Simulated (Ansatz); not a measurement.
# ¹⁷O fingerprints of the forms of VBiO4

The numbers come from a DFT calculation in Ansatz (r2SCAN, plane waves and PAW, scalar-relativistic, 500 eV cutoff). Q(¹⁷O) = -25.58 mb, I = 5/2. The cells come from the COD, with the atoms relaxed (PBE, cell held). Calculated pressures reach 4 GPa in size and forces 0.3 eV/Å in them. Spin–orbit coupling is left out, which moves gradients at and beside heavy atoms (Bi) by some per cent and at some sites by far more.

Q: A calculated ¹⁷O parameter set reads: |C_Q| = 2.54 MHz, η = 0.45. Which structure does it belong to?
A. I4_1/a, 12 atoms in the cell run; O site: 1 V at 1.73 Å; also 2 Bi at 2.44–2.49 Å
B. I4_1/amd, 12 atoms in the cell run; O site: 1 V at 1.73 Å; also 2 Bi at 2.39–2.56 Å

A: A. VBiO4 in I4_1/a gives |C_Q| = 2.54 MHz, η = 0.45; there O has 1 V at 1.73 Å; also 2 Bi at 2.44–2.49 Å. VBiO4 in I4_1/amd gives |C_Q| = 2.13 MHz, η = 0.71; there O has 1 V at 1.73 Å; also 2 Bi at 2.39–2.56 Å.
